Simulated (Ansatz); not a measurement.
# The puckered SnTe bilayer (AB) between two gates, part 4 of 4

Aim: screening and gap of the neutral puckered SnTe bilayer (AB) between oppositely charged gates.

Ansatz 0.2.0; plane-wave DFT, PBE-D3(BJ), Ansatz PAW (the session's first sound run).

So far, gap along the path (eV): step 3 (gated layer, displacement field 0, start network) 0.782; step 5 (displacement field 1.81 V/nm) 0.756; step 6 (displacement field 2.71 V/nm) 0.732; step 7 (displacement field 3.62 V/nm) 0.705; step 8 (displacement field -1.81 V/nm) 0.756.

## (10) A changed input

This step: plane-wave DFT, PBE-D3(BJ), Ansatz PAW, but for the change named below (Ansatz 0.2.0).

A run with a changed input: it repeats the earlier run at 0.905 V/nm with accuracy to high, kpoints.mp_grid.shift to [0.5, 0.5, 0.0] and magnetization to spin_polarized: true.

The input, input.yaml:

```yaml
crystal:
  lattice:
    - [4.7394522874, 0.0, 0.0]
    - [0.0, 4.5115505004, 0.0]
    - [0.0, 0.0, 48.1954179573]
  atoms:
    - { symbol: Sn, position: [0.0311575435, 0.0, 0.4059605819], spin: 0.2 }
    - { symbol: Te, position: [0.4694563091, 0.5, 0.4046027782], spin: 0.2 }
    - { symbol: Te, position: [0.9687417233, 0.0, 0.4663743694], spin: 0.2 }
    - { symbol: Sn, position: [0.530644424, 0.5, 0.4654666921], spin: 0.2 }
    - { symbol: Sn, position: [0.030644424, 0.5, 0.5345333079], spin: 0.2 }
    - { symbol: Te, position: [0.4687417233, 0.0, 0.5336256306], spin: 0.2 }
    - { symbol: Te, position: [0.9694563091, 0.5, 0.5953972218], spin: 0.2 }
    - { symbol: Sn, position: [0.5311575435, 0.0, 0.5940394181], spin: 0.2 }
  periodic: [true, true, false]
  symmetry: { detect: true }
kpoints:
  mp_grid: { grid: [16, 16, 1], shift: [0.5, 0.5, 0.0] }
  band_path:
    path:
      - [0, 0, 0]
      - [0.5, 0, 0]
      - [0.5, 0.5, 0]
      - [0, 0, 0]
      - [0, 0.5, 0]
      - [0.5, 0.5, 0]
    npoints: 16
hamiltonian:
  xc: pbe
  dispersion: d3bj
scf:
  occupations: { method: fermi_dirac, width: 0.02585 }
  convergence: { dr2_threshold: 1.0e-10 }
output:
  forces: true
  eigenvalues: true
  write_potential: true
  write_density: true
  volumetric_format: npy
external_charges:
  - { charge: 0, barrier: 10, axis: 3, height: 32.195, sigma: 0.25 }
  - { charge: -0.010691, axis: 3, height: 33.695, sigma: 0.5 }
  - { charge: 0, barrier: 10, axis: 3, height: 16.0, sigma: 0.25 }
  - { charge: 0.010691, axis: 3, height: 14.5, sigma: 0.5 }
accuracy: high
magnetization:
  spin_polarized: true
```

On the command line:

```console
$ ansatz run input.yaml --threads 4 --pin off --max-ram 16384MiB --backend cpu --events-out ev --progress --plain --runs-dir out
```

Numbers of over 12 decimals in the logs are rounded to 6 here.

Log:

```text
[...]
Crystal: 8 atoms, lattice volume = 1030.528 Å³
Basis set: ecut = 420 eV, 20053 PW (Γ), exchange–correlation on 72×72×750 points (8 copies of the dense FFT grid, shifted against one another)
Bands: 73, of which v1, the nominal top of the filled ones, is band 60 counted from 1 (59 counted from 0)
Symmetry: 2 space group operations
k-points: 64 of 256 (time reversal used)
[...]
Starting moments: Σ|m| = 1.6 μB on 8 of 8 sites
[...]
SCF iter   1: F=—  HF=-52021.439144 eV  |F-HF|=—  |Δ(HF+E_count)|=         —  Δρ=6.49e-3 (↑6.49e-3 ↓6.11e-3)  dr2=1.48e0  dr2_m=2.10e-1  M=0.000 μB ∫|m|=0.039 μB  β_m=0.30  ethr=1.24e-3  ⟨swp⟩=2.6  Hψ=81408  notcnv=0  defer=2
[...]
spin=Collinear: Resta preconditioning applied to the charge; magnetization (m = ρ↑ − ρ↓) channel mixes plain (no charge-response kernel on spin).
SCF iter   2: F=—  HF=-52021.182228 eV  |F-HF|=—  |Δ(HF+E_count)|=   2.57e-1  Δρ=4.44e-3 (↑4.44e-3 ↓4.09e-3)  dr2=4.37e-1  dr2_m=1.04e-1  M=0.000 μB ∫|m|=0.028 μB  β_m=0.30  ethr=1.24e-3  ⟨swp⟩=4.7  Hψ=14043  notcnv=0  defer=13
[...]
SCF iter   6: F=—  HF=-52021.141491 eV  |F-HF|=—  |Δ(HF+E_count)|=   2.83e-4  Δρ=8.79e-4 (↑7.80e-4 ↓8.79e-4)  dr2=1.23e-3  dr2_m=6.23e-3  M=0.000 μB ∫|m|=0.009 μB  β_m=0.30  ethr=2.74e-5  ⟨swp⟩=3.0  Hψ=12013  notcnv=0  defer=802
[...]
spin-set hold released at iteration 6 (site moments contracting): the magnetisation degrees of freedom join the quasi-Newton model from the next iteration; the mixer history was flushed
SCF iter   7: F=—  HF=-52021.141802 eV  |F-HF|=—  |Δ(HF+E_count)|=   3.11e-4  Δρ=6.14e-4 (↑5.53e-4 ↓6.14e-4)  dr2=8.88e-4  dr2_m=3.09e-3  M=0.000 μB ∫|m|=0.007 μB  β_m=0.61  ethr=1.03e-6  ⟨swp⟩=4.1  Hψ=18658  notcnv=0  defer=800
[...]
SCF iter  19: F=-52021.142620 eV  HF=-52021.142620 eV  |F-HF|=8.73e-11  |Δ(HF+E_count)|=  3.64e-11  Δρ=1.14e-8 (↑1.07e-8 ↓1.14e-8)  dr2=1.77e-11  dr2_m=7.07e-13  M=0.000 μB ∫|m|=0.000 μB  ethr=1.00e-12  ⟨swp⟩=23.7  Hψ=66912  notcnv=0
[...]
SCF 1 converged in 19 iterations: F = -52021.142620 eV  dr2 = 1.77e-11
[...]
WARN: the starting moments were not kept: the SCF closed with an absolute magnetisation of 3.8e-6 μB, where they sum to 1.6 μB in size (8 sites). That is at most 0.1 of that sum. Measured as dr2_m measures the in/out step, that magnetisation stands 2.1e-13 eV from none, at or under the dr2_threshold of 1.0e-10 eV: it is no larger than a step whose dr2_m would equal this threshold. The system may hold no moment; this  [...]
[...]
SCF converged after 19 iterations
Magnetization: 0.0000 μB (60.0000 up, 60.0000 down)
Absolute magnetization: 0.0000 μB (∫|ρ↑−ρ↓|, with the PAW one-centre terms)
[...]
Per-site moments (μB) at R_I (Å): [(-1.7690438568572574e-7, 1.207246), (3.060495269502778e-7, 1.215911), (3.1251806396066973e-7, 1.207246), (-1.720500475815282e-7, 1.215911), (-1.7157889348231463e-7, 1.215911), (3.120198193218746e-7, 1.207246), (3.023914629010781e-7, 1.215911), (-1.7249998099607742e-7, 1.207246)]
Free energy (F): -52021.142620 eV
[...]
Internal energy: -52021.142620 eV  (E = F + TS)
E sigma→0 (E₀):  -52021.142620 eV
Fermi energy:    -3.860099 eV
[...]
--- Forces (eV/Å), atoms and charges each counted from 1 ---
  atom   1  Sn    -0.00626279    -0.00000000     0.03116222
  atom   2  Te     0.00269551     0.00000000     0.00118993
  atom   3  Te     0.00880239     0.00000000    -0.02348185
  atom   4  Sn    -0.00510099    -0.00000000     0.01868084
  atom   5  Sn    -0.00889138    -0.00000000     0.01340690
  atom   6  Te     0.00647788     0.00000000    -0.00693658
  atom   7  Te     0.00598417     0.00000000    -0.02762127
  atom   8  Sn    -0.00370483    -0.00000000    -0.00371092
  external charge   1     0.00000000     0.00000000     0.02542487
  external charge   2     0.00000000     0.00000000    -0.00048422
  external charge   3     0.00000000     0.00000000    -0.02811301
  external charge   4     0.00000000     0.00000000     0.00048295
  max |Σ_I F_I| component, the external charges' with the atoms': 1.39e-7 eV/Å
--- Band table (eV; the first three rows and the last of 128) ---
  k-point 0 ↑: bands = [... 56 lower, -5.8062, -5.6728, -4.9941, -4.8472, -3.2186, -1.8872, -1.5975, -1.5609, ... 9 higher]
  k-point 1 ↑: bands = [... 56 lower, -5.6724, -5.5899, -4.9890, -4.8366, -3.2352, -1.8375, -1.6583, -1.4316, ... 9 higher]
  k-point 2 ↑: bands = [... 56 lower, -5.4889, -5.4543, -4.9836, -4.8266, -3.2560, -2.1041, -1.8290, -1.7262, ... 9 higher]
  k-point 63 ↓: bands = [... 56 lower, -5.9560, -5.8634, -5.8189, -5.7652, -1.8977, -1.7294, -1.6485, -1.6061, ... 9 higher]
```

Run time: 14 min. Hardware: 4 threads of Arm Neoverse V1, shared host; peak memory 6.2 GiB; 57 min of CPU time.

Numbers from this step:

```
gap along the path                                                                  : 0.7757 eV
gap, the smaller of path and mesh                                                   : 0.7757 eV
potential beyond the upper barrier and gate, less the barrier, from the Fermi level : 4.207 eV
```

Deep bands are left out, so band numbers here count from the lowest band kept and differ from the log's. The electronic bands at the labelled points (eV, zero at the Fermi level of the run, which the smearing sets inside the gap; # counts the bands kept):

```
  point  up #15  up #16  up #17  up #18  down #15  down #16  down #17  down #18
      Γ   -1.13   -0.98    0.64    1.96     -1.13     -0.98      0.64      1.96
halfway   -1.02   -0.99    0.76    1.18     -1.02     -0.99      0.76      1.18
      X   -0.63   -0.61    0.68    0.68     -0.63     -0.61      0.68      0.68
halfway   -1.60   -1.60    1.64    1.66     -1.60     -1.60      1.64      1.66
      S   -1.97   -1.97    2.04    2.08     -1.97     -1.97      2.04      2.08
halfway   -0.89   -0.71    0.70    0.80     -0.89     -0.71      0.70      0.80
      Γ   -1.13   -0.98    0.64    1.96     -1.13     -0.98      0.64      1.96
halfway   -1.04   -0.95    0.63    1.17     -1.04     -0.95      0.63      1.17
      Y   -0.96   -0.90    0.50    0.66     -0.96     -0.90      0.50      0.66
halfway   -1.78   -1.51    1.44    1.79     -1.78     -1.51      1.44      1.79
      S   -1.97   -1.97    2.04    2.08     -1.97     -1.97      2.04      2.08
```

```
                                                                                quantity  this run  earlier run  difference
                                                                 gap along the path (eV)    0.7757       0.7757     -2.9e-5
potential beyond the upper barrier and gate, less the barrier, from the Fermi level (eV)     4.207        4.194       0.013
```

What moves beyond 0.01 in its unit (for the dipole 0.5 % and 5e-5 e·Å): potential beyond the upper barrier and gate, less the barrier, from the Fermi level (+0.0127 eV).

## (11) Varying the input

This step: plane-wave DFT, PBE-D3(BJ), Ansatz PAW (Ansatz 0.2.0).

An input spoilt on purpose, to show how the run answers: it repeats the earlier run at 0.905 V/nm with crystal.lattice to [[8.95626669, 0.0, 0.0], [0.0, 8.52559473, 0.0], [0.0, 0.0, 91.07613921]], and scf.max_iter set to 100.

The cell differs from the one that the last finished run ended in (a 4.739 → 8.956 Å, b 4.512 → 8.526 Å, c 48.195 → 91.076 Å).

input.yaml, the sections that differ from step 10:

```yaml
crystal:
  lattice:
    - [8.95626669, 0.0, 0.0]
    - [0.0, 8.52559473, 0.0]
    - [0.0, 0.0, 91.07613921]
  atoms:
    - { symbol: Sn, position: [0.0311575435, 0.0, 0.4059605819] }
    - { symbol: Te, position: [0.4694563091, 0.5, 0.4046027782] }
    - { symbol: Te, position: [0.9687417233, 0.0, 0.4663743694] }
    - { symbol: Sn, position: [0.530644424, 0.5, 0.4654666921] }
    - { symbol: Sn, position: [0.030644424, 0.5, 0.5345333079] }
    - { symbol: Te, position: [0.4687417233, 0.0, 0.5336256306] }
    - { symbol: Te, position: [0.9694563091, 0.5, 0.5953972218] }
    - { symbol: Sn, position: [0.5311575435, 0.0, 0.5940394181] }
  periodic: [true, true, false]
  symmetry: { detect: true }
kpoints:
  mp_grid: { grid: [16, 16, 1] }
  band_path:
    path:
      - [0, 0, 0]
      - [0.5, 0, 0]
      - [0.5, 0.5, 0]
      - [0, 0, 0]
      - [0, 0.5, 0]
      - [0.5, 0.5, 0]
    npoints: 16
scf:
  occupations: { method: fermi_dirac, width: 0.02585 }
  convergence: { dr2_threshold: 1.0e-10 }
  max_iter: 100
# hamiltonian, output, external_charges: as in step 10
# accuracy: removed
# magnetization: removed
```

Log:

```text
Error: external_charges (a charge that the atoms' files do not serve) (external_charges[1], a sheet, lies 3.28 Å from atom 0 (Sn), within 1.40 Å plus six of its widths, and a PAW file's own terms there do not include the sheet; place the sheet farther away) — an external charge that reaches too far into the augmentation sphere of an atom on a fully relativistic file, on a PAW file that does not hold its frozen core,  [...]
```

The job ended after 0.06 s (4 threads; peak memory 0.079 GiB).

The input was rejected at the start.

The program's message: “Error: external_charges (a charge that the atoms' files do not serve) (external_charges[1], a sheet, lies 3.28 Å from atom 0 (Sn), within 1.40 Å plus six of its widths, and a PAW file's own terms ther …”

The fault put into the input: a lattice typed in bohr.

## (12) Summary of results

* gap with uncharged gates: 0.782 eV
* electrostatic distance between the gates: 7.66 Å
* geometric distance between the gates: 19.2 Å
* gap at 3.62 V/nm: 0.705 eV

What this shows: The gap goes from 0.78 to 0.71 eV at 3.6 V/nm. The layers screen the field: the voltage is that of a vacuum gap 11.5 Å narrower than the real distance. The gates are charged sheets behind model barriers, not atoms. Gaps are the smaller of those on the path and on the mesh; band edges between these points would make them smaller still. Spin-orbit coupling is left out, which matters for the bands of elements this heavy.

[Logs are printed without paths, hosts, clocks, repeated set-up lines and the standing remarks that a program may print on its own settings, such as how far it seeks lower states.]

[Hosts, paths, dates, database ids (printed as entryN), source tags and the programs' standing remarks are cut or masked in the printed files.]

[Maps of the electrostatic potential energy from Ansatz leave out the sawtooth potential of an applied field or a dipole correction, so their vacuum need not be flat; planar profiles and work functions include it.]
